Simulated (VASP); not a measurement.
# Ge (Fd-3m) in VASP: further runs, part 2 of 2

VASP 6.6.1.

### Step 3. Single point, r2SCAN (a relaxed cell with its volume scaled by 0.91)

File INCAR:

```
SYSTEM = Ge
ALGO     = Normal         ! electronic algorithm
EDIFF    = 1E-7           ! SCF threshold, eV
ENCUT    = 520            ! plane-wave cutoff, eV
ISIF     = 2              ! what is computed and relaxed
ISMEAR   = 0              ! smearing method
LASPH    = .True.         ! aspherical terms in the spheres
LCHARG   = .False.        ! write CHGCAR
LMIXTAU  = .True.       
LREAL    = .False.        ! projectors in reciprocal space
LWAVE    = .False.        ! write WAVECAR
METAGGA  = R2SCAN         ! meta-GGA
NBANDS   = 21             ! bands
NELM     = 60             ! most SCF steps
PREC     = Accurate       ! precision mode
SIGMA    = 0.02           ! smearing width, eV
```

File KPOINTS:

```
k-points
0
Gamma
  10 10 10
  0 0 0
```

File POSCAR:

```
Ge                                      
1.0
    0.0000000000      2.7500811881      2.7500811881
    2.7500811881      0.0000000000      2.7500811881
    2.7500811881      2.7500811881     -0.0000000000
  Ge            
     2
Direct
     0.0000000000000000    0.0000000000000000    0.0000000000000000
     0.2500000000000000    0.2500000000000000    0.2500000000000000
```

Potentials or basis: VASP PAW PBE potentials, release 64 (Ge_d).

Launch:

```sh
$ cat potpaw_PBE.64/Ge_d/POTCAR > POTCAR
$ mpirun -np 1 vasp_std > vasp.out
```

Run time: 2.3 min. Hardware: 1 thread of Intel Xeon 6975P-C (Granite Rapids), shared host; peak memory 0.18 GiB.

It converged, with:

```
Free energy            : -27.6418 eV
Pressure               : 8.4 GPa
Band gap on the k mesh : 0.65 eV, indirect (least direct gap 1.25 eV)
```

Levels at points of the mesh, in eV from the valence-band top:
```csv
k point,band 11,band 12,band 13,band 14,band 15,band 16,band 17,band 18
"(0.00, 0.00, 0.00)",-14.01,0.00,0.00,0.00,1.25,2.74,2.74,2.74
"(0.50, 0.00, 0.00)",-11.59,-8.32,-1.63,-1.63,0.74,4.03,4.03,7.71
"(0.50, 0.50, 0.00)",-9.58,-9.58,-3.55,-3.55,0.86,0.86,10.86,10.86
```

Caveat: the PAW data sets were made with another functional, which shifts forces and pressure a little. A k mesh can miss the band edges.

### Step 4. Single point, r2SCAN (a relaxed cell with its volume scaled by 1.09)

INCAR is that of step 3.

KPOINTS is that of step 3.

File POSCAR:

```
Ge                                      
1.0
    0.0000000000      2.9206121249      2.9206121249
    2.9206121249      0.0000000000      2.9206121249
    2.9206121249      2.9206121249     -0.0000000000
  Ge            
     2
Direct
     0.0000000000000000    0.0000000000000000    0.0000000000000000
     0.2500000000000000    0.2500000000000000    0.2500000000000000
```

Potentials or basis: VASP PAW PBE potentials, release 64 (Ge_d).

Launch:

```sh
$ cat potpaw_PBE.64/Ge_d/POTCAR > POTCAR
$ mpirun -np 1 vasp_std > vasp.out
```

OUTCAR:

```text
SYSTEM = Ge
   EDIFF = 1E-7
   ENCUT = 520
   ISIF = 2
   ISMEAR = 0
   LASPH = .True.
   LREAL = .False.
   METAGGA = R2SCAN
   NELM = 60
   PREC = Accurate

 ion  position               nearest neighbor table
   1  0.000  0.000  0.000-   2 2.53   2 2.53   2 2.53   2 2.53
   2  0.250  0.250  0.250-   1 2.53   1 2.53   1 2.53   1 2.53

  LATTYP: Found a face centered cubic cell.
 ALAT       =     5.8412242498

  Lattice vectors:

 A1 = (   0.0000000000,   2.9206121249,   2.9206121249)
 A2 = (   2.9206121249,   0.0000000000,   2.9206121249)
 A3 = (   2.9206121249,   2.9206121249,   0.0000000000)

Analysis of symmetry for initial positions (statically):
=====================================================================
 Subroutine PRICEL returns:
 Original cell was already a primitive cell.

 Routine SETGRP: Setting up the symmetry group for a
 face centered cubic supercell.

 Subroutine GETGRP returns: Found 48 space group operations
 (whereof 24 operations were pure point group operations)
 out of a pool of 48 trial point group operations.

The static configuration has the point symmetry T_d .
 The point group associated with its full space group is O_h .

Analysis of symmetry for dynamics (positions and initial velocities):
=====================================================================
 Subroutine PRICEL returns:
 Original cell was already a primitive cell.

 Routine SETGRP: Setting up the symmetry group for a
 face centered cubic supercell.

 Subroutine GETGRP returns: Found 48 space group operations
 (whereof 24 operations were pure point group operations)
 out of a pool of 48 trial point group operations.

The dynamic configuration has the point symmetry T_d .
 The point group associated with its full space group is O_h .

 Subroutine INISYM returns: Found 48 space group operations
 (whereof 24 operations are pure point group operations),
 and found     1 'primitive' translations

[... 111 lines left out ...]
   IALGO  =     38    algorithm
   IMIX   =      4    mixing-type and parameters
     AMIX     =   0.40;   BMIX     =  1.00
     AMIX_MAG =   1.60;   BMIX_MAG =  1.00
  volume/ion in A,a.u.               =      24.91       168.12
  Fermi-wavevector in a.u.,A,eV,Ry     =   1.350964  2.552951 24.832027  1.825102
  Thomas-Fermi vector in A             =   2.478425
   LORBIT       =      0    0 simple, 1 ext, 2 COOP (PROOUT), +10 PAW based schemes
   METAGGA = R2SCAN    functional components
   LHFCALC =     F    Hartree Fock is set to
   AEXX    =    0.0000 exact exchange contribution
   IVDW    =     0    specifies the selected vdW correction
   LEPSILON=     F    determine dielectric tensor
   LRPA    =     F    only Hartree local field effects (RPA)
 non-spin polarized calculation
 Gauss-broadening in eV      SIGMA  =   0.02
  energy-cutoff  :      520.00
  volume of cell :       49.83
 maximum number of plane-waves:      1363
   NGX = 15   NGY = 15   NGZ = 15

 number of electron      27.9999970 magnetization

 Free energy of the ion-electron system (eV)
  ---------------------------------------------------
  ext. energy  EPLUGINS =         0.00000000
  ---------------------------------------------------
  free energy    TOTEN  =       -27.67516646 eV

  energy without entropy =      -27.67513560  energy(sigma->0) =      -27.67515103

 E-fermi :   3.9128     XC(G=0): -10.3285

 val. band max:        3.9067833301   @ k =   0.0000   0.0000   0.0000
 cond. band min:       4.0487795920   @ k =   0.5000   0.0000   0.0000
 fundamental gap:      0.1419962618
 Fermi energy:         3.9128381426

 k-point     1 :       0.0000    0.0000    0.0000
  band No.  band energies     occupation
      1     -21.4740      2.00000
      2     -21.4740      2.00000
      3     -21.4739      2.00000
      4     -21.4417      2.00000
      5     -21.4417      2.00000
      6     -21.2719      2.00000
[... 565 lines left out ...]
     20      15.5632      0.00000
     21      15.8381      0.00000

 [... further k-points ...]

------------------------ aborting loop because EDIFF is reached ----------------------------------------

  FORCE on cell =-STRESS in cart. coord.  units (eV):
  Direction    XX          YY          ZZ          XY          YZ          ZX
  --------------------------------------------------------------------------------------
  -------------------------------------------------------------------------------------
  Total       -1.5479167     -1.5479167     -1.5479167      0.0000000      0.0000000      0.0000000
  in kB      -49.7744558    -49.7744558    -49.7744558      0.0000000      0.0000000      0.0000000
  external PRESSURE =     -49.7744558 kB  Pullay stress =       0.0000000 kB

 VOLUME and BASIS-vectors are now :
 -----------------------------------------------------------------------------
  energy-cutoff  :      520.00
  volume of cell :       49.83
      direct lattice vectors                 reciprocal lattice vectors
     0.000000000  2.920612125  2.920612125    -0.171196988  0.171196988  0.171196988
     2.920612125  0.000000000  2.920612125     0.171196988 -0.171196988  0.171196988
     2.920612125  2.920612125  0.000000000     0.171196988  0.171196988 -0.171196988

 POSITION                                       TOTAL-FORCE (eV/Angst)
 -----------------------------------------------------------------------------------
      0.00000      0.00000      0.00000        -0.000000      0.000000      0.000000
      1.46031      1.46031      1.46031         0.000000     -0.000000     -0.000000
 -----------------------------------------------------------------------------------
    total drift:                               -0.000000      0.000000      0.000000

  FREE ENERGIE OF THE ION-ELECTRON SYSTEM (eV)
  ---------------------------------------------------
  free  energy   TOTEN  =       -27.6751664553 eV

  energy  without entropy=      -27.6751356030  energy(sigma->0) =      -27.67515103
```

OSZICAR:

```text
N       E                     dE             d eps       ncg     rms          rms(c)
DAV:   1     0.173182284202E+03    0.17318E+03   -0.15003E+04  2176   0.359E+03
DAV:   2    -0.146496203751E+01   -0.17465E+03   -0.16951E+03  1979   0.633E+02
DAV:   3    -0.293871847865E+02   -0.27922E+02   -0.27743E+02  2279   0.147E+02
[... 15 lines left out ...]
DAV:  19    -0.276751645732E+02   -0.36545E-05   -0.22864E-07  1773   0.485E-03    0.190E-03
DAV:  20    -0.276751651865E+02   -0.61336E-06   -0.39387E-07  1628   0.469E-03    0.284E-04
DAV:  21    -0.276751662413E+02   -0.10547E-05   -0.89405E-08  1609   0.360E-03    0.149E-04
DAV:  22    -0.276751663699E+02   -0.12859E-06   -0.68139E-09  1247   0.856E-04    0.241E-04
DAV:  23    -0.276751664553E+02   -0.85444E-07   -0.56360E-09  1017   0.597E-04
   1 F= -.27675166E+02 E0= -.27675151E+02  d E =-.308523E-04
```

stdout:

```text
POSCAR found type information on POSCAR Ge
 POSCAR found :  1 types and       2 ions
 scaLAPACK will be used
 -----------------------------------------------------------------------------
|                                                                             |
|                                                                             |
|     You enforced a specific xc type in the INCAR file but a different       |
|     I HOPE YOU KNOW WHAT YOU ARE DOING!                                     |
|                                                                             |
 -----------------------------------------------------------------------------

 LDA part: xc-table for (None), standard interpolation
 POSCAR, INCAR and KPOINTS ok, starting setup
 FFT: planning ... GRIDC
 FFT: planning ... GRID_SOFT
 FFT: planning ... GRID
 WAVECAR not read
 entering main loop
```

It took 89 s on 1 thread of Intel Xeon 6975P-C (Granite Rapids), shared host; peak memory 0.19 GiB.

What came out:

* Free energy: -27.6752 eV
* Pressure: -5.0 GPa
* Band gap on the k mesh: none (metal or under the smearing width)

Caveat: the PAW data sets were made with another functional, which shifts forces and pressure a little.

### Step 5. Overview

| cell | gap on the mesh (eV) | pressure (GPa) |
| --- | --- | --- |
| a relaxed cell with its volume scaled by 1.06 | none | -3.6 |
| a relaxed cell with its volume scaled by 0.91 | 0.65 | 8.4 |
| a relaxed cell with its volume scaled by 1.09 | none | -5.0 |

Alike in all rows: task single point; level r2SCAN; potentials or basis VASP PAW PBE potentials, release 64 (Ge_d); no spin polarisation; k mesh 10 × 10 × 10; cutoff (eV) 520; smearing gaussian 0.02 eV.

Caveats: the PAW data sets were made with another functional, which shifts forces and pressure a little.

Absolute energies hang on the potentials; compare differences alone.
